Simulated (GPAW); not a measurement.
Here is a GPAW 26.7.0 calculation.

run.py

```python
from ase import Atoms
from ase.dft.bandgap import bandgap
from ase.io import write
from ase.units import GPa
from gpaw import GPAW, PW, setup_paths

setup_paths.insert(0, '.')

atoms = Atoms(['Mg', 'Mg'],
              cell=[[3.2093, 0.0, 0.0],
                    [-1.60465, 2.7793353284, 0.0],
                    [0.0, 0.0, 5.2103]],
              scaled_positions=[[0.6666666667, 0.3333333333, 0.75],
                                [0.3333333333, 0.6666666667, 0.25]],
              pbc=True)

calc = GPAW(mode=PW(1100),
            xc='PBE',
            kpts={'size': (7, 7, 4), 'gamma': True},
            occupations={'name': 'fermi-dirac', 'width': 0.05},
            setups='sg15',
            nbands=-9,
            convergence={'density': 1e-05, 'energy': 1e-05},
            maxiter=150,
            txt='gpaw.txt')
atoms.calc = calc
energy = atoms.get_potential_energy()
forces = atoms.get_forces()
stress = atoms.get_stress()
calc.write('gs.gpw')
write('result.traj', atoms)
print(f'Energy: {energy:.6f} eV')
print('Forces (eV/A):')
print(forces.round(4))
print('Stress (GPa):', (stress / GPa).round(3))
print('Fermi level:', round(calc.get_fermi_level(), 4), 'eV')
print(f'Gap: {bandgap(calc)[0]:.4f} eV, direct: {bandgap(calc, direct=True)[0]:.4f} eV')

path = atoms.cell.bandpath('GMKGALHA,LM,KH', npoints=80, eps=1e-4)
bs_calc = calc.fixed_density(kpts=path, symmetry='off', nbands=-19,
                             convergence={'bands': 'CBM+6.0', 'eigenstates': 1e-6}, txt='bands.txt')
bs = bs_calc.band_structure()
bs.write('bs.json')
print(f'Gap on the path: {bandgap(bs_calc)[0]:.4f} eV')
```

Potentials or basis: SG15 ONCV 1.2, pw.

Run with:

```console
$ OMP_NUM_THREADS=1 python run.py
```

(1) What does it give for the band gap along the path?

(2) What does it give for the pressure?

Results:

(1) none (metal or under the smearing width).

(2) -0.4 GPa.
